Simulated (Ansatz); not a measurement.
# The polar optical mode of CsBr at 12 GPa, worked through

All numbers below come from DFT PBEsol, scalar-relativistic, plane waves, PAW in Ansatz. Cutoff 420 eV, 6×6×6 k-points (Γ-centred), fixed occupations. No spin polarisation. Phonons by linear response, acoustic sum rule imposed.

The cell, relaxed at 12 GPa:
```yaml
crystal:
  lattice:
    - [3.80735, 0.00000, 0.00000]
    - [0.00000, 3.80735, 0.00000]
    - [0.00000, 0.00000, 3.80735]
  atoms:
    - { symbol: Cs, position: [0.00000, 0.00000, 0.00000] }
    - { symbol: Br, position: [0.50000, 0.50000, 0.50000] }
```

Spin–orbit coupling is left out, which matters for heavy elements.

Linear response gives ν_TO = 145.3 cm⁻¹, Born charges ±1.383 e (positive on Cs) and ε∞ = 4.126. The primitive cell holds 55.191 Å³, and the masses are 132.905 and 79.904 amu.

Question: Find ν_LO and the static dielectric constant.

Answer: The long-wave field adds a restoring force: ω_LO² − ω_TO² = Z*²e²/(ε_vac ε∞ μV). In these units ν_LO² − ν_TO² = 4.92064×10⁷ Z*²/(μ V ε∞) cm⁻², with μ = m₁m₂/(m₁ + m₂) = 49.902 amu: 8287 cm⁻². So ν_LO = √(145.3² + 8287) = 171.5 cm⁻¹, and the run gives 171.5. Lyddane–Sachs–Teller then gives ε0 = ε∞ (ν_LO/ν_TO)² = 5.74, against 5.75 in the run (it forms both from the same three quantities, so the match checks the arithmetic only). Between ν_TO and ν_LO the dielectric function is negative and an undamped crystal reflects fully: a reststrahlen band from 58.3 to 68.8 μm.

Question: What do the Clausius–Mossotti polarisability and the Szigeti charge come to?

Answer: With the Lorentz local field, α = (3V/4π)(ε∞ − 1)/(ε∞ + 2) = 6.72 Å³ for the pair, and e_S = 3Z*/(ε∞ + 2) = 0.68 e. The Born charge includes the electrons' response to the dipole's own local field, and e_S takes that enhancement out. The Lorentz field assumes point-like polarisable ions, a poor picture once ε∞ is this large, since the electron clouds then overlap or are shared, so both numbers are formal here.

Question: How strongly does a slow electron couple to the LO mode?

Answer: For one isotropic parabolic band, Fröhlich's constant is α_F = (1/ε∞ − 1/ε0) √(m* Ry/ħω_LO), with Ry = 13.606 eV, ħω_LO = 21.3 meV and m* in free-electron masses: α_F = 0.0683 × 25.30 × √m* = 1.73 √m*. The band mass isn't part of this run; for m* = 0.1, 0.3 and 1 it gives 0.55, 0.95, 1.73. In weak coupling the polaron lies α_F ħω_LO below the band edge (20 meV at m* = 0.3) with a mass m*(1 + α_F/6); past α_F of about 5 or 6 that expansion fails. A semilocal functional's ε∞ tends to be too large, which taken alone lowers α_F.

Cost: 1 run of about 0.16 core-minutes, on Intel Xeon 6975P-C (Granite Rapids) (shared hosts).